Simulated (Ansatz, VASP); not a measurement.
# Cross-check of TePb between VASP and Ansatz

One calculation is typed for both programs; each brings its own data sets and cutoff. How far apart do they land? The cell is taken from a series of runs on this material, whose earlier steps may have relaxed, scaled, displaced or heated it; both programs get it as it stands.

Calculated with Ansatz 0.2.0; plane waves, with VASP 6.6.1 beside it; single point at PBEsol.

## 1. Starting point

It takes space group Fm-3m (No. 225, cubic). The conventional cell has a = 6.398 Å, b = 6.398 Å, c = 6.398 Å, α = 90.00°, β = 90.00°, γ = 90.00°. Te has 6 Pb at 3.20 Å nearest. Pb has 6 Te at 3.20 Å nearest. Farther neighbours and most contacts between anions are not listed.

## 2. Ansatz: single point, PBEsol

Ansatz runs on its default PAW (the set named soft_2) files.

A single point gives forces, pressure and levels at one fixed geometry, so differences don't come from the geometry; what else differs is listed under the comparison.

Contents of input.yaml:

```yaml
crystal:
  lattice:
    - [0.0, 3.19914536, 3.19914536]
    - [3.19914536, 0.0, 3.19914536]
    - [3.19914536, 3.19914536, 0.0]
  atoms:
    - { symbol: Te, position: [0.5, 0.5, 0.5] }
    - { symbol: Pb, position: [0.0, 0.0, 0.0] }
hamiltonian:
  xc: pbesol
  pseudopotentials: { kind: paw }
kpoints:
  mp_grid: { grid: [9, 9, 9] }
scf:
  occupations: { method: gaussian, width: 0.05 }
  n_extra_bands: 4
output:
  forces: true
  stress: true
  eigenvalues: true
  write_density: true
  write_potential: true
  elf: true
  volumetric_format: npy
```

Run with:

```
ansatz run input.yaml --threads 2 --pin off --max-ram 4608MiB --backend cpu --events-out ev --progress --plain --runs-dir out
```

Numbers of over 12 decimals in the logs are rounded to 6 here.

What it wrote:

```text
scf.n_extra_bands = 4 over 15 filled bands (N_el = 30.0): the run solves 19 bands
Engine: ansatz 0.2.0, aarch64-unknown-linux-gnu
Pseudopotentials: kind: paw
Pseudopotential: Te, paw, valence charge 16, recommended cutoff 420 eV (normal), Te.paw.azcp
Pseudopotential: Pb, paw, valence charge 14, recommended cutoff 420 eV (normal), Pb.paw.azcp
Functional definition: PBEsol
  exchange = pbesol_x
  correlation = pbesol_c
Crystal: 2 atoms, lattice volume = 65.484 Å³
Basis set: ecut = 420 eV, 1243 PW (Γ), exchange–correlation on 64×64×64 points (8 copies of the dense FFT grid, shifted against one another)
Bands: 19, of which v1, the nominal top of the filled ones, is band 15 counted from 1 (14 counted from 0)
Symmetry: 48 space group operations
Space group: Fm-3m (ITA 225), of the structure as read, at distance tolerance 4.0e-5 Å
k-points: 35 of 729
Non-local potential: Te, projectors of the file, l = 0: 2, l = 1: 2, l = 2: 2, l = 3: 2
Non-local potential: Pb, projectors of the file, l = 0: 2, l = 1: 2, l = 2: 2, l = 3: 2
PAW form: soft (Blöchl's): semilocal exchange-correlation on the pseudo side does not see the compensation charge
PAW frozen core: Te, regenerated for the run's functional, and the local potential with it (the file was generated under x = pbe(κ = 0.804, μ = 0.219515), c = pbe(β = 0.066725))
PAW frozen core: Pb, regenerated for the run's functional, and the local potential with it (the file was generated under x = pbe(κ = 0.804, μ = 0.219515), c = pbe(β = 0.066725))
PAW one-centre angular grid: Te, 590 points (default); XC on 64 Gauss nodes
PAW one-centre angular grid: Pb, 590 points (default); XC on 64 Gauss nodes
Initial density: superposition of atomic densities (neutral atoms: chi_scale 0, normalization atom), corrected by the library's trained network
Initial wavefunctions: pseudopotential atomic-orbital guess
Functional: x = pbesol(κ = 0.804, μ = 0.123457), c = pbesol(β = 0.046)
SCF iter   1: F=—  HF=-18657.189791 eV  |F-HF|=—  |Δ(HF+E_count)|=         —  Δρ=2.15e-3  dr2=4.75e-3  ethr=1.77e-3  ⟨swp⟩=6.6  Hψ=3488  notcnv=0
preconditioner: auto → none  [insulator: Δε(μ)=0.788 eV  Ē_g=14.733 eV  σ=0.050 eV  W_gap=1.00  n_scr=14 (ndim 8)  ℏωp=20.5 eV  f_vac=0.012  D(μ)=0.00/eV (n_scr^D=0)  ε∞_Penn≈2.9]
SCF iter   2: F=—  HF=-18657.186313 eV  |F-HF|=—  |Δ(HF+E_count)|=   3.48e-3  Δρ=8.45e-4  dr2=4.61e-4  ethr=1.58e-5  ⟨swp⟩=2.3  Hψ=1494  notcnv=0
SCF iter   3: F=—  HF=-18657.186246 eV  |F-HF|=—  |Δ(HF+E_count)|=   6.72e-5  Δρ=2.98e-4  dr2=5.04e-5  ethr=1.54e-6  ⟨swp⟩=2.0  Hψ=1010  notcnv=0
SCF iter   4: F=—  HF=-18657.186261 eV  |F-HF|=—  |Δ(HF+E_count)|=   1.59e-5  Δρ=1.15e-4  dr2=5.31e-6  ethr=1.68e-7  ⟨swp⟩=2.0  Hψ=819  notcnv=0
SCF iter   5: F=—  HF=-18657.186265 eV  |F-HF|=—  |Δ(HF+E_count)|=   3.62e-6  Δρ=1.39e-5  dr2=1.46e-7  ethr=1.77e-8  ⟨swp⟩=2.1  Hψ=1055  notcnv=0
SCF iter   6: F=-18657.186265 eV  HF=-18657.186265 eV  |F-HF|=2.58e-9  |Δ(HF+E_count)|=   8.79e-8  Δρ=2.36e-6  dr2=3.29e-9  ethr=3.33e-10  ⟨swp⟩=9.9  Hψ=5031  notcnv=0
SCF 1 converged in 6 iterations: F = -18657.186265 eV  dr2 = 3.29e-9
  greatest PAW one-centre occupation: 0.998 electrons in one spin orbital (limit 2), on the Te atom at site 0 (counted from 0), in its partial waves of l = 2
SCF converged after 6 iterations
Free energy (F): -18657.186265 eV
Harris-Foulkes:  -18657.186265 eV  (|F-HF|=2.58e-9)
Internal energy: -18657.186265 eV  (E = F + TS)
E sigma→0 (E₀):  -18657.186265 eV
Fermi energy:    9.344841 eV
--- Per-component energies (eV) ---
  E_band       = -308.713399
  E_kinetic    = 469.477795
  E_local      = -2344.389612  (includes V_loc(G=0)·N_el)
  E_nonlocal   = 44.331666
  E_hartree    = 1236.562719
  E_xc         = -343.162405
  E_vxc        = -237.811200  (∫ρ·V_xc dr)
  E_paw        = -14839.116884  (= ΣΔE_a)
  E_vpaw       = -713.450815  (= ΣTr[D̂ρ^β])
  E_aug_tail   = -0.000127  (compensation charges beyond the density's cutoff)
  E_ewald      = -2881.326349
  E_core_change = 0.436932  (= ΣΔE_core)
  E_smearing   = -0.000000  (= −TS)
  E_closure    = 0.000000  (closes the sum)
  Σ components = -18657.186265   (vs F -18657.186265, Δ=0.00e0)
--- Forces (eV/Å), atoms counted from 1 ---
  atom   1  Te     0.00000000    -0.00000000    -0.00000000
  atom   2  Pb    -0.00000000     0.00000000     0.00000000
  max |Σ_I F_I| component: 3.50e-29 eV/Å
--- Stress (GPa, compression-positive) ---
        0.969078       0.000000       0.000000
       -0.000000       0.969078       0.000000
       -0.000000      -0.000000       0.969078
  P = ⅓ Tr σ = 0.9691 GPa (9.691 kbar)
--- Band table (eV; the first three rows and the last of 35) ---
  k-point 0: bands = [... 11 lower, 3.4788, 7.5628, 7.5628, 7.5628, 13.1043, 13.1043, 13.1043, 14.7276]
  k-point 1: bands = [... 11 lower, 3.0907, 7.5952, 7.5952, 7.7879, 12.4236, 12.5914, 12.5914, 14.5372]
  k-point 2: bands = [... 11 lower, 2.1957, 7.6966, 7.6966, 8.2197, 11.3272, 11.6471, 11.6471, 14.6962]
  k-point 34: bands = [... 11 lower, 0.9018, 5.0713, 5.1898, 8.4811, 10.7313, 13.8602, 14.3458, 15.5603]
```

The run ends at a pressure of 0.97 GPa.

## 3. VASP: single point, PBEsol

The same cell, functional, mesh and smearing now go to VASP, with its own data sets and cutoff.

Lines of VASP's logs that name or quote its potential files are left out, and so is its time.

Contents of INCAR:

```
SYSTEM = TePb
PREC = Accurate
ENCUT = 520
EDIFF = 1E-06
NELM = 100
ISMEAR = 0
SIGMA = 0.05
LREAL = .FALSE.
ALGO = Normal
GGA = PS
NBANDS = 17
LORBIT = 11
LWAVE = .FALSE.
LCHARG = .FALSE.
KPAR = 2
ISIF = 2
```

Contents of POSCAR:

```
TePb
1.0
    0.0000000000      3.1991453600      3.1991453600
    3.1991453600      0.0000000000      3.1991453600
    3.1991453600      3.1991453600      0.0000000000
Te Pb
1 1
Direct
    0.5000000000      0.5000000000      0.5000000000
    0.0000000000      0.0000000000      0.0000000000
```

Contents of KPOINTS:

```
Automatic mesh
0
Gamma
9 9 9
0 0 0
```

The projector-augmented-wave data sets are Te_GW and Pb_d_GW (PBE family, release 64).

Run with:

```
mpirun -np 2 vasp_std
```

What it wrote:

```text
[banner, memory and clock lines left out]
running    2 mpi-ranks, on    1 nodes
 distrk:  each k-point on    1 cores,    2 groups
 distr:  one band on    1 cores,    1 groups

 POSCAR found type information on POSCAR TePb
 POSCAR found :  2 types and       2 ions
|                                                                             |
|               ----> ADVICE to this user running VASP <----                  |
|                                                                             |
|     You enforced a specific xc type in the INCAR file but a different       |
|     [... a line on the potential file left out ...]
|     I HOPE YOU KNOW WHAT YOU ARE DOING!                                     |
|                                                                             |

 LDA part: xc-table for (Slater+PW92), standard interpolation
 POSCAR, INCAR and KPOINTS ok, starting setup
 FFT: planning ... GRIDC
 FFT: planning ... GRID_SOFT
 FFT: planning ... GRID
 WAVECAR not read
 entering main loop
       N       E                     dE             d eps       ncg     rms          rms(c)
DAV:   1     0.166888733220E+03    0.16689E+03   -0.10501E+04  1433   0.182E+03
DAV:   2    -0.466213968456E+00   -0.16735E+03   -0.16310E+03  1489   0.421E+02
DAV:   3    -0.819674827397E+01   -0.77305E+01   -0.76172E+01  1919   0.989E+01
DAV:   4    -0.836088801715E+01   -0.16414E+00   -0.16401E+00  1595   0.115E+01
DAV:   5    -0.836730625301E+01   -0.64182E-02   -0.64179E-02  2162   0.271E+00    0.130E+00
DAV:   6    -0.826381912383E+01    0.10349E+00   -0.29854E-01  1870   0.594E+00    0.570E-01
DAV:   7    -0.825773217463E+01    0.60869E-02   -0.66672E-02  1771   0.156E+00    0.260E-01
DAV:   8    -0.825828061493E+01   -0.54844E-03   -0.67873E-03  1647   0.154E+00    0.522E-02
DAV:   9    -0.825811185035E+01    0.16876E-03   -0.15068E-03  1668   0.675E-01    0.179E-02
DAV:  10    -0.825811020838E+01    0.16420E-05   -0.97709E-05  1736   0.733E-02    0.602E-03
DAV:  11    -0.825811122776E+01   -0.10194E-05   -0.11938E-05  1845   0.341E-02    0.181E-03
DAV:  12    -0.825811099296E+01    0.23480E-06   -0.51159E-07   789   0.630E-03
   1 F= -.82581110E+01 E0= -.82581110E+01  d E =-.418473E-29
```

From OUTCAR (step 3):

```text
ion  position               nearest neighbor table
   1  0.500  0.500  0.500-   2 3.20   2 3.20   2 3.20   2 3.20   2 3.20   2 3.20
   2  0.000  0.000  0.000-   1 3.20   1 3.20   1 3.20   1 3.20   1 3.20   1 3.20

  LATTYP: Found a face centered cubic cell.
 ALAT       =     6.3982907200

 Subroutine GETGRP returns: Found 48 space group operations
 (whereof 48 operations were pure point group operations)

The static configuration has the point symmetry O_h .

 Found     35 irreducible k-points:

   k-points           NKPTS =     35   k-points in BZ     NKDIM =     35   number of bands    NBANDS=     17

   dimension x,y,z NGX =    36 NGY =   36 NGZ =   36
   dimension x,y,z NGXF=    72 NGYF=   72 NGZF=   72

   ENCUT  =  520.0 eV  38.22 Ry    6.18 a.u.   8.41  8.41  8.41*2*pi/ulx,y,z

   NELECT =      22.0000    total number of electrons

 k-points in reciprocal lattice and weights: Automatic mesh
   0.00000000  0.00000000  0.00000000       0.001
   0.11111111  0.00000000  0.00000000       0.011
   0.22222222  0.00000000  0.00000000       0.011
   0.33333333  0.00000000  0.00000000       0.011
   0.44444444  0.00000000  0.00000000       0.011
   0.11111111  0.11111111  0.00000000       0.008
   0.22222222  0.11111111  0.00000000       0.033
   0.33333333  0.11111111  0.00000000       0.033
   0.44444444  0.11111111  0.00000000       0.033
[...]
-0.33333333  0.44444444  0.11111111       0.033
  -0.33333333  0.44444444  0.22222222       0.033

 average (electrostatic) potential at core
       1 -89.5038       2 -50.8347

 E-fermi :   4.5291

 k-point     1 :       0.0000    0.0000    0.0000
  band No.  band energies     occupation
    ...
      7      -8.0734      2.00000
      8      -1.3255      2.00000
      9       2.7651      2.00000
     10       2.7651      2.00000
     11       2.7651      2.00000
     12       8.3046      0.00000
     13       8.3046      0.00000
     14       8.3046      0.00000
     15       9.9294      0.00000
     16       9.9294      0.00000
    ...

 k-point     2 :       0.1111    0.0000    0.0000
  band No.  band energies     occupation
    ...
      7      -7.9626      2.00000
      8      -1.7141      2.00000
      9       2.7978      2.00000
     10       2.7978      2.00000
     11       2.9899      2.00000
     12       7.6235      0.00000
     13       7.7912      0.00000
     14       7.7912      0.00000
     15       9.7390      0.00000
     16      10.1732      0.00000
    ...

 k-point     3 :       0.2222    0.0000    0.0000
  band No.  band energies     occupation
    ...
      7      -7.6397      2.00000
      8      -2.6106      2.00000
      9       2.8998      2.00000
     10       2.8998      2.00000
     11       3.4210      2.00000
     12       6.5268      0.00000
     13       6.8456      0.00000
     14       6.8456      0.00000
     15       9.8989      0.00000
     16      10.8344      0.00000
    ...

  Total        0.3630807      0.3630807      0.3630807      0.0000000     -0.0000000      0.0000000
  in kB        8.8834538      8.8834538      8.8834538      0.0000000     -0.0000000      0.0000000
  external PRESSURE =       8.8834538 kB  Pullay stress =       0.0000000 kB

  energy-cutoff  :      520.00
  volume of cell :       65.48
      direct lattice vectors                 reciprocal lattice vectors
     0.000000000  3.199145360  3.199145360    -0.156291742  0.156291742  0.156291742
     3.199145360  0.000000000  3.199145360     0.156291742 -0.156291742  0.156291742
     3.199145360  3.199145360  0.000000000     0.156291742  0.156291742 -0.156291742

 POSITION                                       TOTAL-FORCE (eV/Angst)
 -----------------------------------------------------------------------------------
      3.19915      3.19915      3.19915         0.000000     -0.000000     -0.000000
      0.00000      0.00000      0.00000        -0.000000      0.000000      0.000000
 -----------------------------------------------------------------------------------
    total drift:                               -0.000000      0.000000      0.000000

  FREE ENERGIE OF THE ION-ELECTRON SYSTEM (eV)
  ---------------------------------------------------
  free  energy   TOTEN  =        -8.2581109930 eV

  energy  without entropy=       -8.2581109930  energy(sigma->0) =       -8.25811099

 total charge
# of ion       s       p       d       f       tot
--------------------------------------------------
    1        1.601   2.568   0.043   0.000   4.212
    2        3.484   0.596   9.837   0.013  13.929
--------------------------------------------------
tot          5.085   3.163   9.880   0.013  18.141

[... 3 further parts left out ...]
```

The run ends at a pressure of 0.89 GPa.

## 4. Differences

Known differences besides the potentials themselves: the data sets hold 30 valence electrons in Ansatz (default PAW (the set named soft_2) files) and 22 in VASP; the cutoff is 420 eV in Ansatz and 520 eV in VASP; Ansatz makes its cores anew for this functional, VASP keeps those of its PBE data sets; VASP leaves aspherical gradient terms in its spheres out (LASPH is not set), Ansatz keeps them. Total energies have different zeros and are not compared.

Compared:

| quantity | Ansatz | VASP | difference |
| --- | --- | --- | --- |
| pressure (GPa) | 0.97 | 0.89 | +0.08 |
| gap on the k mesh (eV) | 0.801 | 0.802 | -0.001 |

A gap on the mesh is an upper bound, since the band edges may lie between its points; neither run holds spin-orbit coupling, which can move the band edges of a compound of Pb. Ansatz's pressure holds a Pulay correction of 0.02 GPa; VASP's holds none.

## 5. Results

```
difference in gap on the k mesh (single point, PBEsol) : -0.0013 eV
```

In words: The difference in gap on the k mesh is -0.0013 eV (single point, PBEsol), within the 0.08 eV picked in this series as the mark of a large difference. Such differences can come from data sets, numerical settings and the points named under the comparisons, not from the functional's error against experiment.

[Lines on the potential files, build, host, timing and source positions are cut from VASP's logs without a mark.]

[Logs are printed without paths, hosts, clocks, repeated set-up lines and the standing remarks that a program may print on its own settings, such as how far it seeks lower states.]

[Hosts, paths, dates, database ids (printed as entryN), source tags and the programs' standing remarks are cut or masked in the printed files.]
